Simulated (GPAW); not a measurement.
# KBr (Fm-3m) in GPAW: settings compared, part 2 of 2

GPAW 26.7.0. Earlier steps stand in the parts before.

**3. Equation of state, PBEsol+D4**

Input file run.py:

```python
import spglib
from ase import Atoms
from ase.calculators.mixing import SumCalculator
from ase.eos import EquationOfState
from ase.io import Trajectory, read
from ase.units import GPa
from dftd4.ase import DFTD4
from gpaw import GPAW, PW, setup_paths

setup_paths.insert(0, '.')

atoms = read('KBr.cif')
cell, positions, numbers = spglib.find_primitive(
    (atoms.cell[:], atoms.get_scaled_positions(), atoms.numbers), symprec=1e-4)
atoms = Atoms(numbers, cell=cell, scaled_positions=positions, pbc=True)

traj = Trajectory('eos.traj', 'w')
volumes, energies = [], []
for x in [0.94, 0.96, 0.98, 1.0, 1.02, 1.04, 1.06]:
    a = atoms.copy()
    a.set_cell(atoms.cell * x**(1 / 3), scale_atoms=True)
    calc = GPAW(mode=PW(600),
                xc='PBEsol',
                kpts={'size': (6, 6, 6), 'gamma': True},
                occupations={'name': 'fermi-dirac', 'width': 0.05},
                nbands=16,
                convergence={'density': 1e-05, 'energy': 1e-05},
                maxiter=150,
                txt=f'eos-{x:.2f}.txt')
    a.calc = SumCalculator([calc, DFTD4(method='pbesol')])
    energies.append(a.get_potential_energy())
    volumes.append(a.get_volume())
    p = -a.get_stress()[:3].mean() / GPa
    calc.write(f'eos-{x:.2f}.gpw')
    traj.write(a)
    print(f'{x:.2f} {volumes[-1]:10.4f} A^3 {energies[-1]:14.6f} eV {p:9.3f} GPa', flush=True)

v0, e0, B = EquationOfState(volumes, energies, eos='birchmurnaghan').fit()
print(f'V0 = {v0:.4f} A^3, E0 = {e0:.6f} eV, B0 = {B / GPa:.2f} GPa')
```

Input file KBr.cif:

```cif
data_KBr
_cell_length_a 6.60000000
_cell_length_b 6.60000000
_cell_length_c 6.60000000
_cell_angle_alpha 90.00000000
_cell_angle_beta 90.00000000
_cell_angle_gamma 90.00000000
_space_group_name_H-M_alt 'Fm-3m'
_space_group_name_Hall '-F 4 2 3'
_space_group_IT_number 225
loop_
_space_group_symop_operation_xyz
'x,y,z'
'-x,-y,-z'
'-y,x,z'
'y,-x,-z'
'-x,-y,z'
'x,y,-z'
'y,-x,z'
'-y,x,-z'
'x,-y,-z'
'-x,y,z'
'-y,-x,-z'
'y,x,z'
'-x,y,-z'
'x,-y,z'
'y,x,-z'
'-y,-x,z'
'z,x,y'
'-z,-x,-y'
'z,-y,x'
'-z,y,-x'
'z,-x,-y'
'-z,x,y'
'z,y,-x'
'-z,-y,x'
'-z,x,-y'
'z,-x,y'
'-z,-y,-x'
'z,y,x'
'-z,-x,y'
'z,x,-y'
'-z,y,x'
'z,-y,-x'
'y,z,x'
'-y,-z,-x'
'x,z,-y'
'-x,-z,y'
'-y,z,-x'
'y,-z,x'
'-x,z,y'
'x,-z,-y'
'-y,-z,x'
'y,z,-x'
'-x,-z,-y'
'x,z,y'
'y,-z,-x'
'-y,z,x'
'x,-z,y'
'-x,z,-y'
'x,y+1/2,z+1/2'
'-x,-y+1/2,-z+1/2'
'-y,x+1/2,z+1/2'
'y,-x+1/2,-z+1/2'
[... 63 lines left out ...]
'-z+1/2,y,-x+1/2'
'z+1/2,-x,-y+1/2'
'-z+1/2,x,y+1/2'
'z+1/2,y,-x+1/2'
'-z+1/2,-y,x+1/2'
'-z+1/2,x,-y+1/2'
'z+1/2,-x,y+1/2'
'-z+1/2,-y,-x+1/2'
'z+1/2,y,x+1/2'
'-z+1/2,-x,y+1/2'
'z+1/2,x,-y+1/2'
'-z+1/2,y,x+1/2'
'z+1/2,-y,-x+1/2'
'y+1/2,z,x+1/2'
'-y+1/2,-z,-x+1/2'
'x+1/2,z,-y+1/2'
'-x+1/2,-z,y+1/2'
'-y+1/2,z,-x+1/2'
'y+1/2,-z,x+1/2'
'-x+1/2,z,y+1/2'
'x+1/2,-z,-y+1/2'
'-y+1/2,-z,x+1/2'
'y+1/2,z,-x+1/2'
'-x+1/2,-z,-y+1/2'
'x+1/2,z,y+1/2'
'y+1/2,-z,-x+1/2'
'-y+1/2,z,x+1/2'
'x+1/2,-z,y+1/2'
'-x+1/2,z,-y+1/2'
'x+1/2,y+1/2,z'
'-x+1/2,-y+1/2,-z'
'-y+1/2,x+1/2,z'
'y+1/2,-x+1/2,-z'
'-x+1/2,-y+1/2,z'
'x+1/2,y+1/2,-z'
'y+1/2,-x+1/2,z'
'-y+1/2,x+1/2,-z'
'x+1/2,-y+1/2,-z'
'-x+1/2,y+1/2,z'
'-y+1/2,-x+1/2,-z'
'y+1/2,x+1/2,z'
'-x+1/2,y+1/2,-z'
'x+1/2,-y+1/2,z'
'y+1/2,x+1/2,-z'
'-y+1/2,-x+1/2,z'
'z+1/2,x+1/2,y'
'-z+1/2,-x+1/2,-y'
'z+1/2,-y+1/2,x'
'-z+1/2,y+1/2,-x'
'z+1/2,-x+1/2,-y'
'-z+1/2,x+1/2,y'
'z+1/2,y+1/2,-x'
'-z+1/2,-y+1/2,x'
'-z+1/2,x+1/2,-y'
'z+1/2,-x+1/2,y'
'-z+1/2,-y+1/2,-x'
'z+1/2,y+1/2,x'
'-z+1/2,-x+1/2,y'
'z+1/2,x+1/2,-y'
'-z+1/2,y+1/2,x'
'z+1/2,-y+1/2,-x'
'y+1/2,z+1/2,x'
'-y+1/2,-z+1/2,-x'
'x+1/2,z+1/2,-y'
'-x+1/2,-z+1/2,y'
'-y+1/2,z+1/2,-x'
'y+1/2,-z+1/2,x'
'-x+1/2,z+1/2,y'
'x+1/2,-z+1/2,-y'
'-y+1/2,-z+1/2,x'
'y+1/2,z+1/2,-x'
'-x+1/2,-z+1/2,-y'
'x+1/2,z+1/2,y'
'y+1/2,-z+1/2,-x'
'-y+1/2,z+1/2,x'
'x+1/2,-z+1/2,y'
'-x+1/2,z+1/2,-y'
loop_
_atom_site_label
_atom_site_type_symbol
_atom_site_symmetry_multiplicity
_atom_site_Wyckoff_symbol
_atom_site_fract_x
_atom_site_fract_y
_atom_site_fract_z
_atom_site_occupancy
Br1 Br 4 b 0.5000000000 0.0000000000 0.0000000000 1
K1 K 4 a 0.0000000000 0.0000000000 0.0000000000 1
```

Potentials or basis: PAW data sets generated in the run's folder for this functional, pw.

Started as:

```console
$ gpaw-setup -f PBEsol Br K
$ OMP_NUM_THREADS=1 python run.py
```

What it wrote:

```text
__  _  _
 | _ |_)|_||  |
 |__||  | ||/\| - 26.7.0

Input parameters:
  mode=PW(ecut=600.0),
  convergence={'density': 1e-05, 'energy': 1e-05},
  kpts=MonkhorstPack(size=(6, 6, 6), gamma=True),
  maxiter=150,
  nbands=16,
  occupations=Occupations(name='fermi-dirac', width=0.05),
  xc=XC(name='PBEsol')

Diagonalizing LCAO Hamiltonian
Converting LCAO to pw mode

                 Br

       K

Atoms  # Å, Bohr magnetons
|   | symbol |        x |        y |        z |    initial magnetic moments |
|---|--------|----------|----------|----------|-----------------------------|
| 0 |     Br | 3.232634 | 3.232634 | 3.232634 | ( 0.0000,  0.0000,  0.0000) |
| 1 |      K | 0.000000 | 0.000000 | 0.000000 | ( 0.0000,  0.0000,  0.0000) |

Unit cell  # Å
| periodic |        x |        y |        z |  lengths |    angles |
|----------|----------|----------|----------|----------|-----------|
|      yes | 0.000000 | 3.232634 | 3.232634 | 4.571635 | 60.000000 |
|      yes | 3.232634 | 0.000000 | 3.232634 | 4.571635 | 60.000000 |
|      yes | 3.232634 | 3.232634 | 0.000000 | 4.571635 | 60.000000 |

[... 193 lines left out ...]
|iter:   8| |   -6.621004c| -7.68c| -3.97 |
|iter:   9| |   -6.621004c| -8.60c| -5.16c|

Converged in 9 steps
Energy contributions relative to reference atoms: (reference = -87215.782123)

Energy contributions:
  Kinetic:           5.112687
  Coulomb:          -4.256079
  Zero:             -0.704099
  External:          0.000000
  Xc:               -6.773512
  Entropy:          -0.000000
  Spinorbit:         0.000000
  ----------------------------
  Free energy:      -6.621004
  Extrapolated:     -6.621004

dipole moment: (-23.559741, -23.559741, -23.559741)  # |e|*Ang

Fermi level: 1.959
Eigenvalues  # (at kpt = [0.000, 0.000, 0.000])
| band index |      eig [eV] | occ [0-2] |
|------------|---------------|-----------|
|          0 |       -27.397 |     2.000 |
|          1 |       -12.312 |     2.000 |
|          2 |       -10.980 |     2.000 |
|          3 |       -10.980 |     2.000 |
|          4 |       -10.980 |     2.000 |
|          5 |         0.065 |     2.000 |
[... 8 lines left out ...]
|         14 |        11.614 |     0.000 |
|         15 |        16.033 |     0.000 |

Gap: 4.445 eV
Transition (v -> c):
  (s=0, k=0, n=7, [0.00, 0.00, 0.00]) -> (s=0, k=0, n=8, [0.00, 0.00, 0.00])
No difference between direct/indirect transitions

Stress tensor  # eV/Ang^3
|         x |         y |         z |
|-----------|-----------|-----------|
| -0.004030 |  0.000000 |  0.000000 |
|  0.000000 | -0.004030 | -0.000000 |
|  0.000000 | -0.000000 | -0.004030 |

# Writing to eos-0.94.gpw (mode='')
```

stdout:

```text
0.94    67.5616 A^3      -6.781676 eV     0.255 GPa
0.96    68.9990 A^3      -6.782464 eV    -0.103 GPa
0.98    70.4365 A^3      -6.780227 eV    -0.418 GPa
1.00    71.8740 A^3      -6.775314 eV    -0.697 GPa
1.02    73.3115 A^3      -6.768060 eV    -0.943 GPa
1.04    74.7490 A^3      -6.758739 eV    -1.159 GPa
1.06    76.1864 A^3      -6.747568 eV    -1.350 GPa
V0 = 68.6289 A^3, E0 = -6.782564 eV, B0 = 16.58 GPa
```

Wall time 2.5 min (1 thread of Intel Xeon Platinum 8175M at 2.50GHz (Skylake/Cascade Lake), shared host); peak memory 0.24 GiB.

Results:

```yaml
Equilibrium_volume: 34.31 Å³/atom
Bulk_modulus: 16.6 GPa
Pressure_derivative_of_the_bulk_modulus: 5.0
```

Energy against volume, from the lowest point:
```
volume (Å³/atom)  energy (meV/atom)
          33.781               0.39
          34.500               0.00
          35.218               1.12
          35.937               3.57
          36.656               7.20
          37.374              11.86
          38.093              17.45
```
